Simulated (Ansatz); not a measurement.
SnO₂: short molecular dynamics at 900 K

These are results of DFT PBE+D3(BJ), scalar-relativistic, plane waves, PAW (Ansatz), not measurements. Settings: plane waves to 420 eV, k-mesh 3×3×2 (shifted by 0.0, 0.0, 0.5 steps), Fermi–Dirac smearing 0.078 eV. The mesh is coarse. No spin polarisation.

24 atoms, starting at 1.02 times the perfect crystal's volume (space group R-3m, not the usual structure); Langevin thermostat at 900 K (friction 0.02 fs⁻¹), fixed cell; 53 steps of 2 fs. The run is short and not equilibrated.

First frame:

```
CELL_PARAMETERS angstrom
-6.51796 0.00000 0.00000
-3.25898 5.64472 0.00000
-3.25898 1.88157 -8.64291
ATOMIC_POSITIONS crystal
Sn 0.93685 0.91869 0.20887
Sn 0.44849 0.43653 0.69042
Sn 0.95057 0.43738 0.69719
Sn 0.44124 0.92791 0.19550
Sn 0.94188 0.93158 0.69670
Sn 0.42049 0.42196 0.21452
Sn 0.43318 0.93898 0.70303
Sn 0.92533 0.41977 0.21010
O 0.04790 0.56383 0.81955
O 0.53953 0.06087 0.32407
O 0.58042 0.56015 0.80092
O 0.05926 0.04409 0.31865
O 0.56247 0.06326 0.81251
O 0.04627 0.55965 0.31953
O 0.81383 0.81609 0.57731
O 0.28291 0.31544 0.09374
O 0.56317 0.55081 0.31927
O 0.05824 0.07196 0.82044
O 0.79167 0.29588 0.10111
O 0.30338 0.79705 0.58579
O 0.80610 0.80223 0.08925
O 0.32950 0.29488 0.58323
O 0.31182 0.78356 0.09154
O 0.82769 0.29925 0.58224
```

- Mean temperature over the second half: 877 K
- Mean pressure over the second half (kinetic part included): 0.2 GPa
- Mean potential energy above the perfect crystal (relaxed, at volume ratio 1; besides heat the difference comes from the volume, 2 % larger; its own run had another smearing, without effect beside its gap): 90 meV/atom
- Mean-square drift of O from first to last step (mean shift of all atoms removed): 0.03 Å²
- Mean-square drift of Sn from first to last step (mean shift of all atoms removed): 0.03 Å²

Pair distribution functions g(r), second half of the run, up to half the cell's height:

| r (Å) | O-O | O-Sn |
| --- | --- | --- |
| 1.85 | 0.0 | 0.0 |
| 1.95 | 0.0 | 1.4 |
| 2.05 | 0.0 | 7.2 |
| 2.15 | 0.0 | 8.2 |
| 2.25 | 0.0 | 3.2 |
| 2.35 | 0.0 | 0.9 |
| 2.45 | 0.1 | 0.0 |
| 2.55 | 0.2 | 0.0 |
| 2.65 | 2.2 | 0.0 |

Along the run (potential energy from its first value; pressure with the kinetic part):

| t (fs) | T (K) | ΔE_pot (meV/atom) | P (GPa) |
| --- | --- | --- | --- |
| 0.0 | 862 | 0.0 | -0.7 |
| 4.0 | 687 | 6.9 | 0.2 |
| 8.0 | 766 | 18.1 | 0.9 |
| 12.0 | 755 | 35.0 | 1.4 |
| 16.0 | 624 | 50.9 | 1.5 |
| 20.0 | 636 | 65.4 | 1.6 |
| 24.0 | 660 | 71.1 | 1.2 |
| 28.0 | 740 | 64.3 | 0.5 |
| 32.0 | 956 | 52.9 | -0.1 |
| 36.0 | 708 | 51.1 | -0.9 |
| 40.0 | 777 | 54.0 | -0.8 |
| 44.0 | 790 | 59.1 | -0.6 |
| 48.0 | 695 | 64.1 | -0.5 |
| 52.0 | 727 | 67.2 | -0.6 |
| 56.0 | 854 | 65.0 | -0.8 |
| 60.0 | 879 | 58.5 | -0.9 |
| 64.0 | 943 | 50.4 | -0.9 |
| 68.0 | 980 | 50.4 | -0.6 |
| 72.0 | 944 | 61.6 | 0.3 |
| 76.0 | 775 | 78.1 | 1.1 |
| 80.0 | 725 | 86.3 | 1.6 |
| 84.0 | 754 | 83.3 | 1.7 |
| 88.0 | 822 | 69.8 | 1.4 |
| 92.0 | 774 | 55.5 | 0.8 |
| 96.0 | 937 | 41.8 | 0.6 |
| 100.0 | 1002 | 36.4 | -0.1 |
| 104.0 | 1008 | 41.6 | -0.8 |

Cost: 1 run of about 51 core-minutes (earlier runs that led there not counted), on Intel Xeon Processor @ 2.50GHz (Skylake/Cascade Lake) (shared hosts).